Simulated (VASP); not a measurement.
# SnO (P6_3/mmc) in VASP: relaxation of cell and atoms with PBE

Aim: the relaxation of cell and atoms of SnO with PBE.

All numbers are computed with VASP 6.6.1; they aren't measurements. Logs are shortened: lines on timing, memory, paths and dates and some standing lists are left out, and cuts for length are marked.

## (1) The crystal as given

It takes space group P6_3/mmc (No. 194, hexagonal). The conventional cell has a = 3.316 Å, b = 3.316 Å, c = 6.388 Å, α = 90.00°, β = 90.00°, γ = 120.00°. Sn (site symmetry -6m2) has 6 O at 2.49 Å as nearest neighbours. Around O (site symmetry -3m) lie 6 Sn at 2.49 Å.

The cell was built by a generator and needn't be a form met in nature.

## (2) Relaxation of cell and atoms, PBE

File INCAR:

```
SYSTEM = SnO
PREC = Accurate
ENCUT = 600
EDIFF = 1E-6
ISMEAR = 0
SIGMA = 0.1
LREAL = .False.
LASPH = .True.
NELM = 100
ALGO = Fast
ISIF = 3
LWAVE = .False.
LCHARG = .False.
GGA = PE
IBRION = 2
NSW = 90
EDIFFG = -0.04
```

File KPOINTS:

```
regular mesh
0
Gamma
  6 6 4
  0 0 0
```

File POSCAR:

```
SnO
1.0
    3.3158679500      0.0000000000      0.0000000000
   -1.6579339800      2.8716258800      0.0000000000
    0.0000000000      0.0000000000      6.3883928700
Sn O
2 2
Direct
    0.3333333300      0.6666666700      0.2500000000
    0.6666666700      0.3333333300      0.7500000000
    0.0000000000      0.0000000000      0.0000000000
    0.0000000000      0.0000000000      0.5000000000
```

Potentials or basis: VASP PAW PBE potentials, release 64 (Sn_d, O).

On the command line:

```sh
$ cat potpaw_PBE.64/Sn_d/POTCAR potpaw_PBE.64/O/POTCAR > POTCAR
$ mpirun -np 1 vasp_std > vasp.out
```

OUTCAR:

```text
SYSTEM = SnO
   PREC = Accurate
   ENCUT = 600
   EDIFF = 1E-6
   ISMEAR = 0
   LREAL = .False.
   LASPH = .True.
   NELM = 100
   ISIF = 3
   GGA = PE
   IBRION = 2
   NSW = 90
   EDIFFG = -0.04

 ion  position               nearest neighbor table
   1  0.333  0.667  0.250-   3 2.49   4 2.49   3 2.49   4 2.49   3 2.49   4 2.49   2 3.72   2 3.72
                             2 3.72   2 3.72   2 3.72   2 3.72
   2  0.667  0.333  0.750-   3 2.49   4 2.49   3 2.49   4 2.49   3 2.49   4 2.49   1 3.72   1 3.72
                             1 3.72   1 3.72   1 3.72   1 3.72
   3  0.000  0.000  0.000-   1 2.49   2 2.49   2 2.49   1 2.49   2 2.49   1 2.49
   4  0.000  0.000  0.500-   1 2.49   2 2.49   2 2.49   1 2.49   2 2.49   1 2.49

  LATTYP: Found a hexagonal cell.
 ALAT       =     3.3158679500
 C/A-ratio  =     1.9266125691

  Lattice vectors:

 A1 = (   3.3158679500,   0.0000000000,   0.0000000000)
 A2 = (  -1.6579339800,   2.8716258800,   0.0000000000)
 A3 = (   0.0000000000,   0.0000000000,   6.3883928700)

Analysis of symmetry for initial positions (statically):
=====================================================================
 Subroutine PRICEL returns:
 Original cell was already a primitive cell.

 Routine SETGRP: Setting up the symmetry group for a
 hexagonal supercell.

 Subroutine GETGRP returns: Found 24 space group operations
 (whereof 12 operations were pure point group operations)
 out of a pool of 24 trial point group operations.

The static configuration has the point symmetry D_3d.
 The point group associated with its full space group is D_6h.

Analysis of symmetry for dynamics (positions and initial velocities):
=====================================================================
 Subroutine PRICEL returns:
 Original cell was already a primitive cell.

 Routine SETGRP: Setting up the symmetry group for a
 hexagonal supercell.

 Subroutine GETGRP returns: Found 24 space group operations
 (whereof 12 operations were pure point group operations)
 out of a pool of 24 trial point group operations.

The dynamic configuration has the point symmetry D_3d.
 The point group associated with its full space group is D_6h.

 Subroutine INISYM returns: Found 24 space group operations
 (whereof 12 operations are pure point group operations),
 and found     1 'primitive' translations

----------------------------------------------------------------------------------------

                                     Primitive cell

  volume of cell :      60.8298

  direct lattice vectors                    reciprocal lattice vectors
     3.315867950  0.000000000  0.000000000     0.301580164  0.174117389  0.000000000
    -1.657933980  2.871625880  0.000000000     0.000000000  0.348234778  0.000000000
     0.000000000  0.000000000  6.388392870     0.000000000  0.000000000  0.156533892

  length of vectors
     3.315867950  3.315867952  6.388392870     0.348234778  0.348234778  0.156533892

  position of ions in fractional coordinates (direct lattice)
     0.333333330  0.666666670  0.250000000
     0.666666670  0.333333330  0.750000000
     0.000000000  0.000000000  0.000000000
     0.000000000  0.000000000  0.500000000

  ion indices of the primitive-cell ions
   primitive index   ion index
                 1           1
                 2           2
                 3           3
                 4           4

----------------------------------------------------------------------------------------

 KPOINTS: regular mesh

Automatic generation of k-mesh.
 Grid dimensions read from file:
 generate k-points for:    6    6    4

 Generating k-lattice:

  Cartesian coordinates                     Fractional coordinates (reciprocal lattice)
     0.050263361  0.029019565  0.000000000     0.166666667  0.000000000  0.000000000
     0.000000000  0.058039130  0.000000000     0.000000000  0.166666667  0.000000000
     0.000000000  0.000000000  0.039133473     0.000000000  0.000000000  0.250000000

  Length of vectors
     0.058039130  0.058039130  0.039133473

  Shift w.r.t. Gamma in fractional coordinates (k-lattice)
     0.000000000  0.000000000  0.000000000

 Subroutine IBZKPT returns following result:
 ===========================================

 Found     21 irreducible k-points:

 Following reciprocal coordinates:
            Coordinates               Weight
  0.000000  0.000000  0.000000      1.000000
  0.166667 -0.000000  0.000000      6.000000
  0.333333  0.000000  0.000000      6.000000
  0.500000  0.000000  0.000000      3.000000
  0.166667  0.166667  0.000000      6.000000
  0.333333  0.166667  0.000000     12.000000
[... 13 lines left out ...]
  0.333333  0.166667  0.500000     12.000000
  0.333333  0.333333  0.500000      2.000000
   k-points           NKPTS =     21   k-points in BZ     NKDIM =     21   number of bands    NBANDS=     24
   number of dos      NEDOS =    301   number of ions     NIONS =      4
   total plane-waves  NPLWV =  42336
   dimension x,y,z NGX =    28 NGY =   28 NGZ =   54
   dimension x,y,z NGXF=    56 NGYF=   56 NGZF=  108
   ions per type =               2   2
   NGX,Y,Z   is equivalent  to a cutoff of  14.04, 14.04, 14.05 a.u.
   NGXF,Y,Z  is equivalent  to a cutoff of  28.08, 28.08, 28.10 a.u.
 SYSTEM =  SnO
   PREC   = accura    normal or accurate (medium, high low for compatibility)
   ISTART =      0    job   : 0-new  1-cont  2-samecut
   ICHARG =      2    charge: 1-file 2-atom 10-const
   ISPIN  =      1    spin polarized calculation?
   LNONCOLLINEAR =      F non collinear calculations
   LSORBIT =      F    spin-orbit coupling
   LASPH  =      T    aspherical Exc in radial PAW
   ENCUT  =  600.0 eV  44.10 Ry    6.64 a.u.   6.62  6.62 12.76*2*pi/ulx,y,z
   NELM   =    100;   NELMIN=  2; NELMDL= -5     # of ELM steps
   EDIFF  = 0.1E-05   stopping-criterion for ELM
   LREAL  =      F    real-space projection
   EDIFFG = -.4E-01   stopping-criterion for IOM
   NSW    =     90    number of steps for IOM
   IBRION =      2    ionic relax: 0-MD 1-quasi-New 2-CG
   NFREE  =      1    steps in history (QN), initial steepest desc. (CG)
   ISIF   =      3    stress and relaxation
   ISYM   =      2    0-nonsym 1-usesym 2-fastsym
   POTIM  = 0.5000    time-step for ionic-motion
   TEBEG  =    0.0;   TEEND  =   0.0 temperature during run
   PSTRESS=    0.0 pullay stress
   NELECT =      40.0000    total number of electrons
   NUPDOWN=      -1.0000    fix difference up-down
   EMIN   =  10.00;   EMAX   =-10.00  energy-range for DOS
   EFERMI =   0.00;   METHOD = LEGACY
   ISMEAR =     0;   SIGMA  =   0.10  broadening in eV -4-tet -1-fermi 0-gaus
   EFERMI_NEDOS =   21; number of points for ismear=-14 and -15
   IALGO  =     68    algorithm
   IMIX   =      4    mixing-type and parameters
     AMIX     =   0.40;   BMIX     =  1.00
     AMIX_MAG =   1.60;   BMIX_MAG =  1.00
  volume/ion in A,a.u.               =      15.21       102.63
  Fermi-wavevector in a.u.,A,eV,Ry     =   1.423604  2.690222 27.574233  2.026649
  Thomas-Fermi vector in A             =   2.544184
   LORBIT       =      0    0 simple, 1 ext, 2 COOP (PROOUT), +10 PAW based schemes
   GGA     = PE    functional components
   LHFCALC =     F    Hartree Fock is set to
   AEXX    =    0.0000 exact exchange contribution
   IVDW    =     0    specifies the selected vdW correction
   LEPSILON=     F    determine dielectric tensor
   LRPA    =     F    only Hartree local field effects (RPA)
 conjugate gradient relaxation of ions
 non-spin polarized calculation
 RMM-DIIS sequential band-by-band and
 Gauss-broadening in eV      SIGMA  =   0.10
  energy-cutoff  :      600.00
  volume of cell :       60.83
 maximum number of plane-waves:      2060
 NGX is ok and might be reduce to    28
   NGX = 13   NGY = 13   NGZ = 25

--------------------------------------- Ionic step        1  -------------------------------------------

 number of electron      40.0000003 magnetization

 Free energy of the ion-electron system (eV)
  ---------------------------------------------------
  ext. energy  EPLUGINS =         0.00000000
  ---------------------------------------------------
  free energy    TOTEN  =       -20.73294882 eV

  energy without entropy =      -20.73146907  energy(sigma->0) =      -20.73220895

------------------------ aborting loop because EDIFF is reached ----------------------------------------

  FORCE on cell =-STRESS in cart. coord.  units (eV):
  Direction    XX          YY          ZZ          XY          YZ          ZX
  --------------------------------------------------------------------------------------
  -------------------------------------------------------------------------------------
  Total        1.9034834      1.9034834      2.0851212     -0.0000000      0.0000000      0.0000000
  in kB       50.1352269     50.1352269     54.9193241     -0.0000001      0.0000000      0.0000000
  external PRESSURE =      51.7299260 kB  Pullay stress =       0.0000000 kB
[... 137 lines left out ...]
  energy  without entropy=      -20.7835434866  energy(sigma->0) =      -20.78432418

--------------------------------------- Ionic step        5  -------------------------------------------

 number of electron      40.0000010 magnetization

 Free energy of the ion-electron system (eV)
  ---------------------------------------------------
  ext. energy  EPLUGINS =         0.00000000
  ---------------------------------------------------
  free energy    TOTEN  =       -20.78840776 eV

  energy without entropy =      -20.78690579  energy(sigma->0) =      -20.78765677

 E-fermi :   7.8099     XC(G=0): -10.9269

 val. band max:        7.5938973661   @ k =   0.1667  -0.0000   0.0000
 cond. band min:       7.8780458783   @ k =   0.5000   0.0000   0.2500
 fundamental gap:      0.2841485122
 Fermi energy:         7.8099408453

 k-point     1 :       0.0000    0.0000    0.0000
  band No.  band energies     occupation
      1     -13.7123      2.00000
      2     -13.7021      2.00000
      3     -13.7021      2.00000
      4     -13.6931      2.00000
      5     -13.6931      2.00000
      6     -13.6924      2.00000
[... 587 lines left out ...]
  FREE ENERGIE OF THE ION-ELECTRON SYSTEM (eV)
  ---------------------------------------------------
  free  energy   TOTEN  =       -20.7884077584 eV

  energy  without entropy=      -20.7869057877  energy(sigma->0) =      -20.78765677

 reached required accuracy - stopping structural energy minimisation
```

Run time: 2.8 min. Hardware: 1 thread of Intel Xeon Platinum 8259CL at 2.50GHz (Skylake/Cascade Lake), shared host; peak memory 0.22 GiB.

Results:

| Property | Result |
| --- | --- |
| Free energy | -20.7884 eV |
| Relaxed volume | 16.12 Å³/atom |
| Relaxed cell | a = 3.410 Å, b = 3.410 Å, c = 6.404 Å, α = 90.00°, β = 90.00°, γ = 120.00° |
| Space group after relaxing (to 0.05 Å) | P6_3/mmc (No. 194) |
| Energy gained by relaxing | 13.9 meV/atom |
| Ionic steps | 5 |
| Pressure after relaxing | 0.0 GPa |
| Band gap on the k mesh | none (metal or under the smearing width) |

Step by step:
```
step  energy change (eV)  largest force (eV/Å)  pressure (GPa)  volume (Å³)
   1              0.0000                0.0000            5.17        60.83
   2             -0.0393                0.0000           -1.86        65.26
   3             -0.0476                0.0000            0.08        63.89
   4             -0.0522                0.0000            0.05        64.11
   5             -0.0555                0.0000            0.03        64.50
```

Final structure:
```yaml
crystal:
  lattice:
    - [3.41011, 0.00000, 0.00000]
    - [-1.70506, 2.95325, 0.00000]
    - [0.00000, 0.00000, 6.40419]
  atoms:
    - { symbol: Sn, position: [0.33333, 0.66667, 0.25000] }
    - { symbol: Sn, position: [0.66667, 0.33333, 0.75000] }
    - { symbol: O, position: [0.00000, 0.00000, 0.00000] }
    - { symbol: O, position: [0.00000, 0.00000, 0.50000] }
```

Caveat: the k mesh is coarse (spacing up to 0.36 Å⁻¹), so the values aren't converged.
